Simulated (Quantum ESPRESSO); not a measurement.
# NbP (I4_1md) in Quantum ESPRESSO: further runs

One crystal, NbP, is run at these levels: LDA; tasks: single point, equation of state.

Program: Quantum ESPRESSO 7.5. These are calculated values, not measurements. Logs are shortened: lines on timing, memory, paths and dates and some standing lists are left out, and cuts for length are marked.

### Step 1. The structure

The structure is tetragonal, space group I4_1md (No. 109). The conventional cell has a = 3.350 Å, b = 3.350 Å, c = 11.480 Å, α = 90.00°, β = 90.00°, γ = 90.00°. Nb (site symmetry 2mm) has 6 P at 2.55 Å as nearest neighbours. P (site symmetry 2mm) has 6 Nb at 2.55 Å as nearest neighbours.

The cell is a database's computed one.

### Step 2. Single point, LDA, 15.14 Å³/atom

Contents of pw.in:

```
&CONTROL
  calculation = 'scf'
  prefix = 'pwscf'
  outdir = './tmp'
  pseudo_dir = './pseudo'
  tstress = .true.
  disk_io = 'nowf'
/
&SYSTEM
  ibrav = 0
  nat = 4
  ntyp = 2
  ecutwfc = 45
  ecutrho = 360
  nbnd = 26
  occupations = 'smearing'
  smearing = 'fd'
  degauss = 0.00367493
/
&ELECTRONS
  conv_thr = 8d-10
  electron_maxstep = 120
  mixing_beta = 0.5
/
ATOMIC_SPECIES
Nb    92.9064 nb_lda_v1.uspp.F.UPF
P     30.9738 p_lda_v1.5.uspp.F.UPF
CELL_PARAMETERS angstrom
  -1.6407315532    1.6407315532    5.6229302316
   1.6407315532   -1.6407315532    5.6229302316
   1.6407315532    1.6407315532   -5.6229302316
ATOMIC_POSITIONS crystal
Nb     0.2498808000    0.7498808000    0.5000000000
Nb     0.4998808000    0.4998808000    0.0000000000
P      0.8327477700    0.3327477700    0.5000000000
P      0.0827477700    0.0827477700    0.0000000000
K_POINTS automatic
11 11 11 0 0 0
```

Potentials or basis: GBRV 1.5 LDA.

Launch:

```bash
> OMP_NUM_THREADS=1 mpirun -n 2 pw.x -nk 2 -in pw.in > pw.out
```

pw.out:

```text
This program is part of the open-source Quantum ESPRESSO suite
     for quantum simulation of materials; please cite
[... 13 lines left out ...]
     --------------------
     sticks:   dense  smooth     PW     G-vecs:    dense   smooth      PW
     Sum        2671    1335    433                47297    16657    3147

     Using Slab Decomposition

     bravais-lattice index     =            0
     lattice parameter (alat)  =      11.4950  a.u.
     unit-cell volume          =     408.5962 (a.u.)^3
     number of atoms/cell      =            4
     number of atomic types    =            2
     number of electrons       =        36.00
     number of Kohn-Sham states=           26
     kinetic-energy cutoff     =      45.0000  Ry
     charge density cutoff     =     360.0000  Ry
     scf convergence threshold =      8.0E-10
     mixing beta               =       0.5000
     number of iterations used =            8  plain     mixing
     Exchange-correlation=  SLA  PZ   NOGX NOGC
                           (   1   1   0   0   0   0   0)

     celldm(1)=  11.494964  celldm(2)=   0.000000  celldm(3)=   0.000000
     celldm(4)=   0.000000  celldm(5)=   0.000000  celldm(6)=   0.000000

     crystal axes: (cart. coord. in units of alat)
               a(1) = (  -0.269730   0.269730   0.924387 )
               a(2) = (   0.269730  -0.269730   0.924387 )
               a(3) = (   0.269730   0.269730  -0.924387 )

     reciprocal axes: (cart. coord. in units 2 pi/alat)
               b(1) = ( -0.000000  1.853708  0.540899 )
               b(2) = (  1.853708 -0.000000  0.540899 )
               b(3) = (  1.853708  1.853708  0.000000 )

     PseudoPot. # 1 for Nb read from file:
     nb_lda_v1.uspp.F.UPF
     Pseudo is Ultrasoft + core correction, Zval = 13.0
     Generated by new atomic code, or converted to UPF format
     Using radial grid of  887 points,  6 beta functions with:
                l(1) =   0
                l(2) =   0
                l(3) =   1
                l(4) =   1
                l(5) =   2
                l(6) =   2
     Q(r) pseudized with  6 coefficients,  rinner =    1.000   1.000   1.000
                                                       1.000   1.000

     PseudoPot. # 2 for P  read from file:
     p_lda_v1.5.uspp.F.UPF
     Pseudo is Ultrasoft + core correction, Zval =  5.0
     Generated by new atomic code, or converted to UPF format
     Using radial grid of  903 points,  6 beta functions with:
                l(1) =   0
                l(2) =   0
                l(3) =   1
                l(4) =   1
                l(5) =   2
                l(6) =   2
     Q(r) pseudized with  8 coefficients,  rinner =    1.300   1.300   1.300
                                                       1.300   1.300

     atomic species   valence    mass     pseudopotential
     Nb               13.00    92.90640     Nb( 1.00)
     P                 5.00    30.97380     P ( 1.00)

      8 Sym. Ops. (no inversion) found ( 4 have fractional translation)

   Cartesian axes

     site n.     atom                  positions (alat units)
         1        Nb     tau(   1) = (   0.2697297   0.0000000   0.4619732  )
         2        Nb     tau(   2) = (  -0.0000000  -0.0000000   0.9241669  )
         3        P      tau(   3) = (   0.0000000   0.2697297   0.6151756  )
         4        P      tau(   4) = (  -0.0000000  -0.0000000   0.1529820  )

     number of k points=   126  Fermi-Dirac smearing, width (Ry)=  0.0037

     Number of k-points >= 100: set verbosity='high' to print them.

     Dense  grid:    47297 G-vectors     FFT dimensions: (  72,  72,  72)

     Smooth grid:    16657 G-vectors     FFT dimensions: (  60,  60,  50)

     Initial potential from superposition of free atoms

     starting charge      35.9954, renormalised to      36.0000
     Starting wfcs are   34 randomized atomic wfcs

     Self-consistent Calculation

     iteration #  1     ecut=    45.00 Ry     beta= 0.50
     Davidson diagonalization with overlap
     ethr =  1.00E-02,  avg # of iterations =  3.3

     total energy              =    -267.47202711 Ry
     estimated scf accuracy    <       0.48903729 Ry

     iteration #  2     ecut=    45.00 Ry     beta= 0.50
     Davidson diagonalization with overlap
     ethr =  1.36E-03,  avg # of iterations =  2.0

     total energy              =    -267.61005546 Ry
     estimated scf accuracy    <       0.13429794 Ry

     iteration #  3     ecut=    45.00 Ry     beta= 0.50
     Davidson diagonalization with overlap
     ethr =  3.73E-04,  avg # of iterations =  1.9

     total energy              =    -267.63474308 Ry
     estimated scf accuracy    <       0.00414973 Ry

     iteration #  4     ecut=    45.00 Ry     beta= 0.50
     Davidson diagonalization with overlap
     c_bands:  1 eigenvalues not converged
     ethr =  1.15E-05,  avg # of iterations =  5.1

     total energy              =    -267.63529624 Ry
     estimated scf accuracy    <       0.00012023 Ry

     iteration #  5     ecut=    45.00 Ry     beta= 0.50
     Davidson diagonalization with overlap
     ethr =  3.34E-07,  avg # of iterations =  5.2

     total energy              =    -267.63536368 Ry
     estimated scf accuracy    <       0.00000422 Ry

     iteration #  6     ecut=    45.00 Ry     beta= 0.50
     Davidson diagonalization with overlap
     ethr =  1.17E-08,  avg # of iterations =  5.9

     total energy              =    -267.63536662 Ry
     estimated scf accuracy    <       0.00000028 Ry

     iteration #  7     ecut=    45.00 Ry     beta= 0.50
     Davidson diagonalization with overlap
     ethr =  7.84E-10,  avg # of iterations =  3.5

     total energy              =    -267.63536671 Ry
     estimated scf accuracy    <       0.00000004 Ry

     iteration #  8     ecut=    45.00 Ry     beta= 0.50
     Davidson diagonalization with overlap
     ethr =  9.74E-11,  avg # of iterations =  2.7

     total energy              =    -267.63536672 Ry
     estimated scf accuracy    <          6.2E-09 Ry

     iteration #  9     ecut=    45.00 Ry     beta= 0.50
     Davidson diagonalization with overlap
     ethr =  1.72E-11,  avg # of iterations =  2.6

     End of self-consistent calculation

     Number of k-points >= 100: set verbosity='high' to print the bands.

     the Fermi energy is    15.7874 ev

!    total energy              =    -267.63536673 Ry
     estimated scf accuracy    <          4.4E-10 Ry
     smearing contrib. (-TS)   =      -0.00040108 Ry
     internal energy E=F+TS    =    -267.63496564 Ry

     The total energy is F=E-TS. E is the sum of the following terms:
     one-electron contribution =     -36.71983687 Ry
     hartree contribution      =      37.90618640 Ry
     xc contribution           =     -48.99350671 Ry
     ewald contribution        =    -219.82780846 Ry

     convergence has been achieved in   9 iterations

     Computing stress (Cartesian axis) and pressure

          total   stress  (Ry/bohr**3)                   (kbar)     P=       26.01
   0.00021652  -0.00000000  -0.00000000           31.85       -0.00       -0.00
   0.00000000   0.00021652   0.00000000            0.00       31.85        0.00
  -0.00000000  -0.00000000   0.00009741           -0.00       -0.00       14.33

=------------------------------------------------------------------------------=
   JOB DONE.
=------------------------------------------------------------------------------=
```

Wall time 99 s (2 MPI ranks of Intel Xeon 6975P-C (Granite Rapids), shared host); peak memory 0.4 GiB.

What came out:

```
Free energy            : -3641.3647 eV
Pressure               : 2.6 GPa
Band gap on the k mesh : none (metal or under the smearing width)
```

### Step 3. Single point, LDA, 15.46 Å³/atom

Changes to pw.in since step 2:

```diff
@@ -28,5 +28,5 @@
 CELL_PARAMETERS angstrom
-  -1.6407315532    1.6407315532    5.6229302316
-   1.6407315532   -1.6407315532    5.6229302316
-   1.6407315532    1.6407315532   -5.6229302316
+  -1.6522863814    1.6522863814    5.6625296365
+   1.6522863814   -1.6522863814    5.6625296365
+   1.6522863814    1.6522863814   -5.6625296365
 ATOMIC_POSITIONS crystal
```

Potentials or basis: GBRV 1.5 LDA.

Launch:

```bash
> OMP_NUM_THREADS=1 mpirun -n 2 pw.x -nk 2 -in pw.in > pw.out
```

It took 98 s on 2 MPI ranks of Intel Xeon 6975P-C (Granite Rapids), shared host; peak memory 0.42 GiB.

The run converged. Its results:

```yaml
Free_energy: -3641.3687 eV
Pressure: -1.9 GPa
Band_gap_on_the_k_mesh: none (metal or under the smearing width)
```

### Step 4. Single point, LDA, 15.78 Å³/atom

Changes to pw.in since step 3:

```diff
@@ -28,5 +28,5 @@
 CELL_PARAMETERS angstrom
-  -1.6522863814    1.6522863814    5.6625296365
-   1.6522863814   -1.6522863814    5.6625296365
-   1.6522863814    1.6522863814   -5.6625296365
+  -1.6636818200    1.6636818200    5.7015827992
+   1.6636818200   -1.6636818200    5.7015827992
+   1.6636818200    1.6636818200   -5.7015827992
 ATOMIC_POSITIONS crystal
```

Launch:

```bash
> OMP_NUM_THREADS=1 mpirun -n 2 pw.x -nk 2 -in pw.in > pw.out
```

Wall time 85 s (2 MPI ranks of Intel Xeon 6975P-C (Granite Rapids), shared host); peak memory 0.42 GiB.

The run converged. Its results:

| Property | Result |
| --- | --- |
| Free energy | -3641.3384 eV |
| Pressure | -5.9 GPa |
| Band gap on the k mesh | none (metal or under the smearing width) |

### Step 5. Single point, LDA, 16.10 Å³/atom

Changes to pw.in since step 4:

```diff
@@ -28,5 +28,5 @@
 CELL_PARAMETERS angstrom
-  -1.6636818200    1.6636818200    5.7015827992
-   1.6636818200   -1.6636818200    5.7015827992
-   1.6636818200    1.6636818200   -5.7015827992
+  -1.6749232544    1.6749232544    5.7401081759
+   1.6749232544   -1.6749232544    5.7401081759
+   1.6749232544    1.6749232544   -5.7401081759
 ATOMIC_POSITIONS crystal
```

Launch:

```bash
> OMP_NUM_THREADS=1 mpirun -n 2 pw.x -nk 2 -in pw.in > pw.out
```

It took 88 s on 2 MPI ranks of Intel Xeon 6975P-C (Granite Rapids), shared host; peak memory 0.44 GiB.

Results (log left out):

- Free energy: -3641.2773 eV
- Pressure: -9.6 GPa
- Band gap on the k mesh: none (metal or under the smearing width)

### Step 6. Single point, LDA, 16.43 Å³/atom

Changes to pw.in since step 5:

```diff
@@ -28,5 +28,5 @@
 CELL_PARAMETERS angstrom
-  -1.6749232544    1.6749232544    5.7401081759
-   1.6749232544   -1.6749232544    5.7401081759
-   1.6749232544    1.6749232544   -5.7401081759
+  -1.6860157846    1.6860157846    5.7781232452
+   1.6860157846   -1.6860157846    5.7781232452
+   1.6860157846    1.6860157846   -5.7781232452
 ATOMIC_POSITIONS crystal
```

Potentials or basis: GBRV 1.5 LDA.

Launch:

```bash
> OMP_NUM_THREADS=1 mpirun -n 2 pw.x -nk 2 -in pw.in > pw.out
```

Wall time 94 s (2 MPI ranks of Intel Xeon 6975P-C (Granite Rapids), shared host); peak memory 0.44 GiB.

The run converged. Its results:

```yaml
Free_energy: -3641.1886 eV
Pressure: -12.8 GPa
Band_gap_on_the_k_mesh: none (metal or under the smearing width)
```

### Step 7. Single point, LDA, 16.75 Å³/atom

Changes to pw.in since step 6:

```diff
@@ -28,5 +28,5 @@
 CELL_PARAMETERS angstrom
-  -1.6860157846    1.6860157846    5.7781232452
-   1.6860157846   -1.6860157846    5.7781232452
-   1.6860157846    1.6860157846   -5.7781232452
+  -1.6969642459    1.6969642459    5.8156445774
+   1.6969642459   -1.6969642459    5.8156445774
+   1.6969642459    1.6969642459   -5.8156445774
 ATOMIC_POSITIONS crystal
```

Launch:

```bash
> OMP_NUM_THREADS=1 mpirun -n 2 pw.x -nk 2 -in pw.in > pw.out
```

Wall time 93 s (2 MPI ranks of Intel Xeon 6975P-C (Granite Rapids), shared host); peak memory 0.44 GiB.

The run converged. Its results:

* Free energy: -3641.0753 eV
* Pressure: -15.7 GPa
* Band gap on the k mesh: none (metal or under the smearing width)

### Step 8. Single point, LDA, 17.07 Å³/atom

Changes to pw.in since step 7:

```diff
@@ -28,5 +28,5 @@
 CELL_PARAMETERS angstrom
-  -1.6969642459    1.6969642459    5.8156445774
-   1.6969642459   -1.6969642459    5.8156445774
-   1.6969642459    1.6969642459   -5.8156445774
+  -1.7077732268    1.7077732268    5.8526878982
+   1.7077732268   -1.7077732268    5.8526878982
+   1.7077732268    1.7077732268   -5.8526878982
 ATOMIC_POSITIONS crystal
```

Launch:

```bash
> OMP_NUM_THREADS=1 mpirun -n 2 pw.x -nk 2 -in pw.in > pw.out
```

Wall time 1.7 min (2 MPI ranks of Intel Xeon 6975P-C (Granite Rapids), shared host); peak memory 0.46 GiB.

The run converged. Its results:

* Free energy: -3640.9400 eV
* Pressure: -18.3 GPa
* Band gap on the k mesh: none (metal or under the smearing width)

### Step 9. Equation of state, LDA

Potentials or basis: GBRV 1.5 LDA.

This step only gathers the single runs of the series.

What came out:

```yaml
Equilibrium_volume: 15.33 Å³/atom
Bulk_modulus_at_fixed_shape_and_positions: 213 GPa
Pressure_derivative_of_the_bulk_modulus: 4.3
```

Energy against volume, from the lowest point:
```
volume (Å³/atom)  energy (meV/atom)
          15.137               1.01
          15.459               0.00
          15.781               7.58
          16.103              22.86
          16.425              45.03
          16.747              73.35
          17.069             107.18
```

Caveat: the cell was scaled at fixed shape and fractional positions, which overstates the stiffness of a crystal with free parameters, most of all of layers and chains.
